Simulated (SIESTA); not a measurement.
Runs of SIESTA 5.4.2 on Co. Symmetry: P6_3/mmc, No. 194, hexagonal system. Conventional cell: a = 2.472 Å, b = 2.472 Å, c = 4.021 Å, α = 90.00°, β = 90.00°, γ = 120.00°. Co (site symmetry -6m2) is surrounded by 12 Co at 2.47 Å. 

```csv
task,level,potentials or basis,cell,k mesh,gap on the mesh (eV),pressure (GPa),moment (μB)
band structure,PBEsol,"PseudoDojo 0.4 standard (PBEsol files), DZP (energy shift 0.003 Ry; two zetas on semicore shells)",as given,12 × 12 × 7,none,-5.2,3.19
band structure,LDA,"PseudoDojo 0.4 standard (LDA files), DZP (energy shift 0.003 Ry; two zetas on semicore shells)",as given,12 × 12 × 7,none,-14.7,(a)
band structure,PBE,"PseudoDojo 0.4 standard (PBE files), DZP (energy shift 0.003 Ry; two zetas on semicore shells)",as given,12 × 12 × 7,none,5.5,3.24
single point,PBEsol,"PseudoDojo 0.4 standard (PBEsol files), DZP (energy shift 0.003 Ry; two zetas on semicore shells)","atoms moved at random, drawn with an rms of 0.05 Å",12 × 12 × 7,none,-5.4,3.20
single point,PBEsol,"PseudoDojo 0.4 standard (PBEsol files), DZP (energy shift 0.003 Ry; two zetas on semicore shells)",as given,12 × 12 × 7,none,-5.2,3.19
```

Alike in all rows: spin collinear, ferromagnetic start; smearing fermi-dirac 0.05 eV; grid cutoff 800 Ry; energy shift 0.003 Ry.

Q: Estimate the missing entries.

A: (a) 3.04.

Caveats: short orbitals over semicore shells can move pressures by several GPa; the basis of atomic orbitals isn't converged, which shifts pressures, moduli and gaps.

A gap of «none» marks a metal or a gap under the smearing width.
